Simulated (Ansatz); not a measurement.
Take ZnTe in the zinc blende structure (space group F-43m, No. 216; a = 6.066 Å) as the base.

The values are results of Kohn–Sham DFT with the PBEsol functional, run in Ansatz (a quantum-chemistry and plane-wave program) with PAW and 420 eV plane waves, no spin-orbit coupling, not measurements.

Base values:

| Item | Result |
|---|---|
| Volume per atom | 27.90 Å³ |
| Gap character | direct at Γ |
| Band gap | 1.24 eV |
| Width of the top valence band | 2.71 eV |

Modification: cell and atoms relaxed at a pressure of 15 GPa.

Problem. Estimate the effect on the volume per atom.

Solution. The volume per atom falls by 4.85 Å³ to 23.05 Å³.

Problem. Predict the new gap character.

Solution. The gap character changes from direct at Γ to indirect, Γ → Γ–X (86 % along).

Problem. How does this affect the band gap?

Solution. The band gap increases by 0.41 eV (1.24 eV → 1.65 eV).

Problem. Estimate the effect on the width of the top valence band.

Solution. The width of the top valence band grows by 1.04 eV (2.71 eV → 3.75 eV).

Spin-orbit coupling, missing from the scalar runs, can matter with Te. Load acts through the strain it causes; cell and atoms are relaxed under it. No phonon test of stability was made. Measured, ZnTe leaves this structure (for cinnabar) near 9.5 GPa (temperature not stated; as listed in Datta, Sujoy, Jana, Debnarayan, arXiv (2020)), on rising pressure, with hysteresis.
